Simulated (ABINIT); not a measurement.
The system is As.

```
CELL_PARAMETERS angstrom
1.88080 1.08588 3.51406
-1.88080 1.08588 3.51406
0.00000 -2.17176 3.51406
ATOMIC_POSITIONS crystal
As 0.22600 0.22600 0.22600
As 0.77400 0.77400 0.77400
```

```yaml
Program: ABINIT 10.8.3 (patched build)
Task: relaxation of cell and atoms
Functional: LDA
Potentials_or_basis: PseudoDojo NC SR LDA v0.4.1 standard
Cutoff: 1088 eV
k_mesh: 7 × 7 × 7
Occupations: fermi-dirac, width 0.05 eV
Spin: no spin polarisation
```

At the start: pressure -1.4 GPa; volume 21.53 Å³/atom.

Problem. How do energy, volume and symmetry change on relaxing?

Solution. Over 10 steps the energy falls by 14.6 meV/atom and the volume is 20.37 Å³/atom (-5.4 %); space group R-3m (No. 166, to 0.05 Å).

The path:
```tsv
step	energy change (eV)	largest force (eV/Å)	pressure (GPa)	volume (Å³)
1	0.0000	0.2272	-1.44	43.06
2	-0.0028	0.2174	-1.23	42.87
3	-0.0167	0.0967	0.85	41.08
4	-0.0183	0.0650	0.74	41.04
5	-0.0268	0.1704	-0.26	40.72
6	-0.0275	0.1261	-0.38	40.88
7	-0.0285	0.0500	-0.29	40.94
8	-0.0291	0.0005	-0.10	40.84
9	-0.0291	0.0029	-0.01	40.76
10	-0.0291	0.0004	0.00	40.75
```

Final structure:
```cif
data_structure
_symmetry_space_group_name_H-M 'P 1'
_symmetry_Int_Tables_number 1
_cell_length_a 3.9643
_cell_length_b 3.9643
_cell_length_c 3.9643
_cell_angle_alpha 56.748
_cell_angle_beta 56.748
_cell_angle_gamma 56.748
_cell_volume 40.75
loop_
_atom_site_label
_atom_site_type_symbol
_atom_site_fract_x
_atom_site_fract_y
_atom_site_fract_z
_atom_site_occupancy
As1 As 0.23031 0.23031 0.23031 1
As2 As 0.76969 0.76969 0.76969 1
```
